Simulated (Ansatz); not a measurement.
BaTiO₃: the gap under pressure

BaTiO₃, Pm-3m, a = 4.019 Å. The structure is a Materials Project entry; whether it is the stable form wasn't checked. Ansatz: PBE, PAW, 420 eV, Γ-centred 8×8×8 mesh on 5 atoms, Gaussian smearing 0.02 eV; no spin polarisation. Cell and atoms are relaxed at each pressure, and no other structure is tried, so the rows at high pressure may lie past a change of phase. The gap is sought over the whole zone. The pressures are the targets, met within 0.06 GPa.

| P (GPa) | gap y (eV) |
| --- | --- |
| -1.0 | 1.771 |
| 0.0 | 1.784 |
| 1.0 | 1.797 |
| 4.0 | 1.834 |
| 12.0 | ? |
| 25.0 | 2.004 |
| 50.0 | 2.021 |
| 90.0 | 1.973 |

Task: Fit y = E0 + αP + βP² to the other rows and predict the missing gap.

Result: Least squares on the rows shown. y = 1.7903 + 0.0092293 P − 8.0778×10⁻⁵ P². So α = 9.2 meV/GPa, but the rows at 0 and 1 GPa alone give 13 meV/GPa, so the parabola doesn't give the slope at zero pressure. With a term in P³ added, the coefficient of P becomes 0.01454, 58 % more, which shows how far this figure hangs on the form. At P = 12.0 the fit asked for gives 1.889 eV. The run gave 1.920 eV, so the fit is 0.031 eV too low, within twice the rms miss on the fitted rows (0.018 eV): the form describes this series only roughly. Note that among the fitted rows a band edge sits at another point of the zone at 25, 50, 90 GPa than at zero pressure, so one curve spans more than one gap.

Spin-orbit coupling is left out, which matters for the bands of heavy elements. Semilocal functionals give gaps under the measured ones; changes of the gap mostly carry over better.

Symmetry holds off the tilts and polar distortions that many cubic perovskites undergo.